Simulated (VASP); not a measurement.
## Mg2Sn: single point with PBEsol

The system is Mg2Sn.

```xyz
3
Lattice="0.0000 3.3706 3.3706 3.3706 0.0000 3.3706 3.3706 3.3706 0.0000" Properties=species:S:1:pos:R:3 pbc="T T T"
Mg    1.6853    1.6853    1.6853
Mg    5.0559    5.0559    5.0559
Sn    3.3706    3.3706    6.7412
```

The cell is a database's computed one.

```json
{
 "Program": "VASP 6.6.1",
 "Task": "single point",
 "Functional": "PBEsol",
 "Potentials or basis": "VASP PAW PBE potentials, release 64 (Mg, Sn_d)",
 "Cutoff": "520 eV",
 "k mesh": "12 × 12 × 12",
 "Occupations": "gaussian, width 0.5 eV",
 "Spin": "no spin polarisation"
}
```

| Property | Result |
| --- | --- |
| Pressure | 0.0 GPa |
| Band gap on the k mesh | none (metal or under the smearing width) |

Levels at points of the mesh, in eV from the Fermi level:
| k point | band 6 | band 7 | band 8 | band 9 | band 10 | band 11 | band 12 | band 13 |
| --- | --- | --- | --- | --- | --- | --- | --- | --- |
| (0.00, 0.00, 0.00) | -9.15 | 0.01 | 0.01 | 0.01 | 1.42 | 2.20 | 2.20 | 2.20 |
| (0.50, 0.00, 0.00) | -7.88 | -4.82 | -0.82 | -0.82 | 0.72 | 2.25 | 2.25 | 3.94 |
| (0.50, 0.50, 0.00) | -7.37 | -4.59 | -2.10 | -2.10 | -0.09 | 0.13 | 7.25 | 7.25 |

Run time: 45 s on 1 thread of AMD EPYC 9R45 96-Core Processor (Zen 5), with other jobs on the host, peak memory 0.23 GiB.

Caveat: the PAW data sets were made with another functional, which shifts forces and pressure a little; this crystal is a semiconductor, whose small gap the functional closes, so the metal is an error of the method.
